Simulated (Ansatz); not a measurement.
Crystal: ZnCu2SnS4.

```
Sn Zn Cu S
1.0
    -2.71710    2.71710    5.42480
     2.71710   -2.71710    5.42480
     2.71710    2.71710   -5.42480
Sn Zn Cu S
1 1 2 4
Direct
  0.50000 0.50000 0.00000
  0.25000 0.75000 0.50000
  0.75000 0.25000 0.50000
  0.00000 0.00000 0.00000
  0.62799 0.62839 0.51280
  0.88481 0.37201 0.00040
  0.11559 0.11519 0.48720
  0.37161 0.88441 0.99960
```

Base run:

```yaml
Program: Ansatz 0.2.0
Functional: PBEsol
Potentials_or_basis: Ansatz PAW
Cutoff: "420 eV (not typed: the program's choice for these potentials)"
k_mesh: 7 × 7 × 7
Occupations: fermi-dirac, width 0.05 eV
Spin: no spin polarisation
Hubbard_terms: Cu d U = 5 eV
```

Its results: band gap on the k mesh 0.79 eV, direct; pressure -1.0 GPa; largest force 0.335 eV/Å.

**Question.** The run is repeated on the same cell with these changes: hubbard terms from Cu d U = 5 eV to Cu d U = 1 eV. What comes out?

**Answer.** Band gap on the k mesh 0.36 eV, direct; pressure -1.6 GPa; largest force 0.583 eV/Å.

Caveats: odd divisions of the mesh miss points on the zone boundary, where band edges often lie, so the gap on the mesh can be too wide; spin-orbit coupling is left out, which moves the levels of the heavy elements; the PAW data sets come from PBE, with cores solved anew for the run's functional, which leaves a small shift of forces and pressure; the density of states is complete only up to the lowest level of the last band computed.

A k mesh can miss the band edges.
